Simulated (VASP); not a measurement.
A run of VASP 6.6.1:

Contents of INCAR:

```
SYSTEM = Au
PREC = Accurate ; ENCUT = 600
EDIFF = 1E-6 ; ISMEAR = -1
SIGMA = 0.05 ; LREAL = .False.
LASPH = .True. ; NELM = 100
ALGO = Normal ; ISIF = 3
LWAVE = .False. ; LCHARG = .False.
GGA = RE ; IVDW = 12
IBRION = 2 ; NSW = 60
EDIFFG = -0.02
```

File KPOINTS:

```
regular mesh
0
Gamma
  11 11 11
  0 0 0
```

The input POSCAR:

```
Au
1.0
    0.0000000000      2.0350000000      2.0350000000
    2.0350000000      0.0000000000      2.0350000000
    2.0350000000      2.0350000000      0.0000000000
Au
1
Direct
    0.0000000000      0.0000000000      0.0000000000
```

Potentials or basis: VASP PAW PBE potentials, release 64 (Au).

Command:

```console
$ cat potpaw_PBE.64/Au/POTCAR > POTCAR
$ mpirun -np 1 vasp_std > vasp.out
```

Hardware: 1 thread of AMD EPYC 9R45 96-Core Processor (Zen 5), with other jobs on the host.

Estimate the wall time of this run.

Run time: 9.8 s on 1 thread of AMD EPYC 9R45 96-Core Processor (Zen 5) (shared host), peak memory 0.13 GiB. Counts: scf iterations 21, k points 56, ion steps 3.
